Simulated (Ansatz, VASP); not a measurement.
# HfB: VASP beside Ansatz

INCAR

```
ALGO = Normal
EDIFF = 1E-7
EDIFFG = -0.05
ENCUT = 600
GGA = PE
IBRION = 2
ISIF = 3
ISMEAR = 1
IVDW = 12
LASPH = True
LCHARG = False
LREAL = False
LWAVE = False
NELM = 80
NSW = 80
PREC = Accurate
SIGMA = 0.1
```

KPOINTS

```
k-points
0
Gamma
  5 5 5
```

The input POSCAR:

```
HfB
1.0
    0.0000000000      2.3100000000      2.3100000000
    2.3100000000      0.0000000000      2.3100000000
    2.3100000000      2.3100000000      0.0000000000
Hf B
1 1
Direct
    0.5000000000      0.5000000000      0.5000000000
    0.0000000000      0.0000000000      0.0000000000
```

Input for Ansatz:

```yaml
crystal:
  lattice:
    - [0.0, 2.31, 2.31]
    - [2.31, 0.0, 2.31]
    - [2.31, 2.31, 0.0]
  atoms:
    - { symbol: Hf, position: [0.5, 0.5, 0.5] }
    - { symbol: B, position: [0.0, 0.0, 0.0] }
basis:
  ecutwfc: 530.0
  ecutrho_ratio: 8
kpoints:
  mp_grid:
    grid: [5, 5, 5]
    shift: [0.0, 0.0, 0.0]
hamiltonian:
  xc: pbe
  dispersion: d3bj
scf:
  mixing:
    algorithm: msr1
    beta: 0.6
    ndim: 4
  occupations:
    method: cold
relax:
  f_tol: 0.05
  max_displacement: 0.1
  cell: {}
```

Alike in both runs: task relaxation of cell and atoms; functional PBE; dispersion D3(BJ); k mesh 5 × 5 × 5; no spin polarisation.

|  | VASP | Ansatz |
| --- | --- | --- |
| version | VASP 6.6.1 | Ansatz 0.2.0 |
| potentials or method | VASP PAW PBE potentials, release 64 (Hf_pv, B) | plane waves, PAW |
| plane-wave cutoff (eV) | 600 | 530 |
| occupations | methfessel-paxton of order 1, width 0.1 eV | cold |
| valence electrons in the cell | 13 | 29 |

Ansatz gave:

```
relaxed volume (Å³/atom)                                     : 13.81
relaxed cell length with the largest relative difference (Å) : 3.393
energy change over the relaxation (meV/atom)                 : -107
```

**Question.** What did VASP give for the same quantities?

**Answer.** Relaxed volume (Å³/atom): 13.83; relaxed cell length with the largest relative difference (Å): 3.395; energy change over the relaxation (meV/atom): -111.

The two sets of potentials don't hold the same shells in valence.

Caveats: the k mesh is coarse (spacing up to 0.47 Å⁻¹), so the values aren't converged; the volume moved by +12 % from the deposited cell, more than functionals usually miss; pairwise dispersion overbinds metals, which lowers pressure and volume. Zero-point motion and thermal expansion aren't in these numbers. Spin-orbit coupling is left out, which matters for the levels of Hf.
